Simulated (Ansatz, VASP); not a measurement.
**Two plane-wave programs on Nb3C**

```
Nb C
1.0
     3.87696    0.00000    0.00000
     0.00000    3.87696    0.00000
     0.00000    0.00000    3.87696
Nb C
3 1
Direct
  0.50000 0.50000 0.00000
  0.50000 0.00000 0.50000
  0.00000 0.50000 0.50000
  0.00000 0.00000 0.00000
```

Change from the starting cell: species swapped into the NbIr3 type (Pm-3m, No. 221).

Alike in both runs: functional PBE; k mesh 12 × 12 × 12; occupations gaussian, width 0.1 eV; no spin polarisation.

Ansatz relaxed the structure, and its values are those at the end. VASP's run is a single point on that final structure, the one shown.

```csv
,VASP,Ansatz
version,VASP 6.6.1,Ansatz 0.2.0
potentials or method,"VASP PAW PBE potentials, release 64 (Nb_sv, C)","scalar-relativistic, plane waves, PAW"
plane-wave cutoff (eV),520,420
valence electrons in the cell,43,43
```

Ansatz gave:

```
gap on the k mesh at the Fermi level (eV) : none
pressure (GPa)                            : 0.0
```

Question: What did VASP give for the same quantities?

Answer: gap on the k mesh at the Fermi level (eV): none; pressure (GPa): -0.3.

A gap of «none» marks a metal or a gap that the smearing closes. With one functional, cell and mesh, what is left measures potentials, basis and numerics.
